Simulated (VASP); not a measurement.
# WS2 (P4/mmm) in VASP: reference runs

Aim: a first look at WS2 with PBE, on the cell as given.

Program: VASP 6.6.1. These are calculated values, not measurements. Logs are shortened: lines on timing, memory, paths and dates and some standing lists are left out, and cuts for length are marked.

## (1) Starting point

The structure is tetragonal, space group P4/mmm (No. 123). The conventional cell has a = 3.406 Å, b = 3.406 Å, c = 10.757 Å, α = 90.00°, β = 90.00°, γ = 90.00°. W (site symmetry 4/mmm) is surrounded by 4 W at 3.41 Å. Around S (site symmetry 4mm) lie 1 S at 1.82 Å.

The cell was built by a generator and needn't be a form met in nature.

## (2) Single point, PBE

INCAR reads:

```
PREC     = Accurate       # precision mode
ENCUT    = 520            # plane-wave cutoff, eV
EDIFF    = 1E-7           # SCF threshold, eV
ISMEAR   = -1             # smearing method
SIGMA    = 0.05           # smearing width, eV
LREAL    = F              # projectors in reciprocal space
LASPH    = T              # aspherical terms in the spheres
NELM     = 100            # most SCF steps
ALGO     = Normal         # electronic algorithm
ISIF     = 2              # what is computed and relaxed
LWAVE    = F              # write WAVECAR
LCHARG   = F              # write CHGCAR
GGA      = PE             # functional
NBANDS   = 20             # bands
```

KPOINTS reads:

```
Automatic mesh
0
Gamma
  8 8 3
```

POSCAR reads:

```
WS2
1.0
    3.4062151400      0.0000000000      0.0000000000
    0.0000000000      3.4062151400      0.0000000000
    0.0000000000      0.0000000000     10.7572837200
W S
1 2
Direct
    0.5000000000      0.5000000000      0.5000000000
    0.5000000000      0.5000000000      0.9155235500
    0.5000000000      0.5000000000      0.0844764500
```

Potentials or basis: VASP PAW PBE potentials, release 64 (W_sv, S).

Launch:

```
$ cat potpaw_PBE.64/W_sv/POTCAR potpaw_PBE.64/S/POTCAR > POTCAR
$ mpirun -np 1 vasp_std > vasp.out
```

OUTCAR:

```text
PREC = Accurate
   ENCUT = 520
   EDIFF = 1E-7
   ISMEAR = -1
   LREAL = F
   LASPH = T
   NELM = 100
   ISIF = 2
   GGA = PE

 ion  position               nearest neighbor table
   1  0.500  0.500  0.500-
   2  0.500  0.500  0.916-   3 1.82
   3  0.500  0.500  0.084-   2 1.82

  LATTYP: Found a simple tetragonal cell.
 ALAT       =     3.4062151400
 C/A-ratio  =     3.1581339633

  Lattice vectors:

 A1 = (   3.4062151400,   0.0000000000,   0.0000000000)
 A2 = (   0.0000000000,   3.4062151400,   0.0000000000)
 A3 = (   0.0000000000,   0.0000000000,  10.7572837200)

Analysis of symmetry for initial positions (statically):
=====================================================================
 Subroutine PRICEL returns:
 Original cell was already a primitive cell.

 Routine SETGRP: Setting up the symmetry group for a
 simple tetragonal supercell.

 Subroutine GETGRP returns: Found 16 space group operations
 (whereof 16 operations were pure point group operations)
 out of a pool of 16 trial point group operations.

The static configuration has the point symmetry D_4h.

Analysis of symmetry for dynamics (positions and initial velocities):
=====================================================================
 Subroutine PRICEL returns:
 Original cell was already a primitive cell.

 Routine SETGRP: Setting up the symmetry group for a
 simple tetragonal supercell.

 Subroutine GETGRP returns: Found 16 space group operations
 (whereof 16 operations were pure point group operations)
 out of a pool of 16 trial point group operations.

The dynamic configuration has the point symmetry D_4h.

 Subroutine INISYM returns: Found 16 space group operations
 (whereof 16 operations are pure point group operations),
 and found     1 'primitive' translations

----------------------------------------------------------------------------------------

                                     Primitive cell

  volume of cell :     124.8092

  direct lattice vectors                    reciprocal lattice vectors
     3.406215140  0.000000000  0.000000000     0.293580986  0.000000000  0.000000000
     0.000000000  3.406215140  0.000000000     0.000000000  0.293580986  0.000000000
     0.000000000  0.000000000 10.757283720     0.000000000  0.000000000  0.092960270

  length of vectors
[... 81 lines left out ...]
   LASPH  =      T    aspherical Exc in radial PAW
   ENCUT  =  520.0 eV  38.22 Ry    6.18 a.u.   6.33  6.33 20.00*2*pi/ulx,y,z
   NELM   =    100;   NELMIN=  2; NELMDL= -5     # of ELM steps
   EDIFF  = 0.1E-06   stopping-criterion for ELM
   LREAL  =      F    real-space projection
   EDIFFG = 0.1E-05   stopping-criterion for IOM
   NSW    =      0    number of steps for IOM
   IBRION =     -1    ionic relax: 0-MD 1-quasi-New 2-CG
   NFREE  =      0    steps in history (QN), initial steepest desc. (CG)
   ISIF   =      2    stress and relaxation
   ISYM   =      2    0-nonsym 1-usesym 2-fastsym
   POTIM  = 0.5000    time-step for ionic-motion
   TEBEG  =    0.0;   TEEND  =   0.0 temperature during run
   PSTRESS=    0.0 pullay stress
   NELECT =      26.0000    total number of electrons
   NUPDOWN=      -1.0000    fix difference up-down
   EMIN   =  10.00;   EMAX   =-10.00  energy-range for DOS
   EFERMI =   0.00;   METHOD = LEGACY
   ISMEAR =    -1;   SIGMA  =   0.05  broadening in eV -4-tet -1-fermi 0-gaus
   EFERMI_NEDOS =   21; number of points for ismear=-14 and -15
   IALGO  =     38    algorithm
   IMIX   =      4    mixing-type and parameters
     AMIX     =   0.40;   BMIX     =  1.00
     AMIX_MAG =   1.60;   BMIX_MAG =  1.00
  volume/ion in A,a.u.               =      41.60       280.75
  Fermi-wavevector in a.u.,A,eV,Ry     =   0.970474  1.833929 12.814223  0.941819
  Thomas-Fermi vector in A             =   2.100612
   LORBIT       =      0    0 simple, 1 ext, 2 COOP (PROOUT), +10 PAW based schemes
   GGA     = PE    functional components
   LHFCALC =     F    Hartree Fock is set to
   AEXX    =    0.0000 exact exchange contribution
   IVDW    =     0    specifies the selected vdW correction
   LEPSILON=     F    determine dielectric tensor
   LRPA    =     F    only Hartree local field effects (RPA)
 non-spin polarized calculation
  energy-cutoff  :      520.00
  volume of cell :      124.81
 maximum number of plane-waves:      3388
 NGX is ok and might be reduce to    28
   NGX = 13   NGY = 13   NGZ = 41

 number of electron      26.0000003 magnetization

 Free energy of the ion-electron system (eV)
  ---------------------------------------------------
  ext. energy  EPLUGINS =         0.00000000
  ---------------------------------------------------
  free energy    TOTEN  =       -13.30199336 eV

  energy without entropy =      -13.23620387  energy(sigma->0) =      -13.26909862

 E-fermi :   0.3852     XC(G=0):  -7.1462

 val. band max:        0.3737945110   @ k =   0.2500   0.1250   0.0000
 cond. band min:       0.4024474599   @ k =   0.5000   0.1250   0.0000
 fundamental gap:      0.0286529489
 Fermi energy:         0.3851501980

 k-point     1 :       0.0000    0.0000    0.0000
  band No.  band energies     occupation
      1     -74.1374      2.00000
      2     -38.3306      2.00000
      3     -38.1158      2.00000
      4     -38.1158      2.00000
      5     -16.2128      2.00000
      6     -10.1119      2.00000
[... 541 lines left out ...]
     19       4.8218      0.00000
     20       5.9287      0.00000

 [... further k-points ...]

------------------------ aborting loop because EDIFF is reached ----------------------------------------

  FORCE on cell =-STRESS in cart. coord.  units (eV):
  Direction    XX          YY          ZZ          XY          YZ          ZX
  --------------------------------------------------------------------------------------
  -------------------------------------------------------------------------------------
  Total       -9.5984865     -9.5984865      4.7767483      0.0000000     -0.0000000     -0.0000000
  in kB     -123.2158467   -123.2158467     61.3191560      0.0000000     -0.0000000     -0.0000000
  external PRESSURE =     -61.7041791 kB  Pullay stress =       0.0000000 kB

 VOLUME and BASIS-vectors are now :
 -----------------------------------------------------------------------------
  energy-cutoff  :      520.00
  volume of cell :      124.81
      direct lattice vectors                 reciprocal lattice vectors
     3.406215140  0.000000000  0.000000000     0.293580986  0.000000000  0.000000000
     0.000000000  3.406215140  0.000000000     0.000000000  0.293580986  0.000000000
     0.000000000  0.000000000 10.757283720     0.000000000  0.000000000  0.092960270

 POSITION                                       TOTAL-FORCE (eV/Angst)
 -----------------------------------------------------------------------------------
      1.70311      1.70311      5.37864         0.000000      0.000000      0.000000
      1.70311      1.70311      9.84855         0.000000      0.000000     -2.772536
      1.70311      1.70311      0.90874         0.000000     -0.000000      2.772536
 -----------------------------------------------------------------------------------
    total drift:                                0.000000      0.000000      0.000000

  FREE ENERGIE OF THE ION-ELECTRON SYSTEM (eV)
  ---------------------------------------------------
  free  energy   TOTEN  =       -13.3019933636 eV

  energy  without entropy=      -13.2362038701  energy(sigma->0) =      -13.26909862
```

OSZICAR:

```text
N       E                     dE             d eps       ncg     rms          rms(c)
DAV:   1     0.154568364819E+03    0.15457E+03   -0.13950E+04  1440   0.112E+03
DAV:   2    -0.371531537927E+01   -0.15828E+03   -0.15344E+03  1504   0.247E+02
DAV:   3    -0.152307847008E+02   -0.11515E+02   -0.11076E+02  1468   0.606E+01
DAV:   4    -0.155312805696E+02   -0.30050E+00   -0.29485E+00  1460   0.102E+01
DAV:   5    -0.155388282041E+02   -0.75476E-02   -0.75363E-02  1536   0.166E+00    0.191E+01
DAV:   6    -0.239457439194E+02   -0.84069E+01   -0.18822E+02  1356   0.163E+01    0.201E+01
DAV:   7    -0.133872738377E+02    0.10558E+02   -0.10333E+02  1392   0.192E+01    0.896E+00
DAV:   8    -0.133775267795E+02    0.97471E-02   -0.21980E+00  1364   0.632E+00    0.218E+00
DAV:   9    -0.133045192967E+02    0.73007E-01   -0.49669E-01  1360   0.162E+00    0.891E-01
DAV:  10    -0.133030550240E+02    0.14643E-02   -0.13143E-02  1396   0.444E-01    0.476E-01
DAV:  11    -0.133020653790E+02    0.98965E-03   -0.86712E-03  1356   0.351E-01    0.185E-01
DAV:  12    -0.133019921877E+02    0.73191E-04   -0.58850E-04  1332   0.114E-01    0.670E-02
DAV:  13    -0.133019749460E+02    0.17242E-04   -0.11582E-04  1412   0.431E-02    0.286E-02
DAV:  14    -0.133019937804E+02   -0.18834E-04   -0.49956E-05  1324   0.303E-02    0.146E-02
DAV:  15    -0.133019929010E+02    0.87937E-06   -0.11519E-05  1368   0.120E-02    0.483E-03
DAV:  16    -0.133019933431E+02   -0.44210E-06   -0.14989E-06  1300   0.511E-03    0.198E-03
DAV:  17    -0.133019933636E+02   -0.20477E-07   -0.56087E-08   900   0.107E-03
   1 F= -.13301993E+02 E0= -.13269099E+02  d E =-.657895E-01
```

It took 47 s on 1 thread of Intel Xeon 6975P-C (Granite Rapids), shared host; peak memory 0.27 GiB.

What came out:

| Item | Value |
| --- | --- |
| Free energy | -13.3020 eV |
| Pressure | -6.2 GPa |
| Largest force | 2.773 eV/Å |
| Band gap on the k mesh | none (metal or under the smearing width) |

Forces on the atoms (eV/Å):
```
W    0.000  0.000  0.000
S    0.000  0.000 -2.773
S    0.000  0.000  2.773
```

Stress tensor (GPa, compression positive):
```
-12.32   0.00   0.00
  0.00 -12.32   0.00
  0.00   0.00   6.13
```

Levels at points of the mesh, in eV from the Fermi level:
```
           k point  band 9  band 10  band 11  band 12  band 13  band 14  band 15  band 16  band 17  band 18
(0.00, 0.00, 0.00)   -2.86    -2.86    -1.27    -0.30     0.96     0.96     1.23     1.23     1.36     1.69
(0.50, 0.00, 0.00)   -2.57    -1.89    -1.44    -0.67     0.08     0.66     1.11     1.16     1.52     3.11
(0.50, 0.50, 0.00)   -4.35    -1.30    -0.84    -0.84    -0.27    -0.27     0.41     2.50     3.83     3.83
```

Caveat: this functional lacks dispersion, which binds the layers, so the pressure and a relaxed spacing across them are unreliable; forces of over 1 eV/Å show positions far from the minimum, so gaps and moduli don't describe the material at rest. Spin-orbit coupling is left out, which matters for the levels of W.
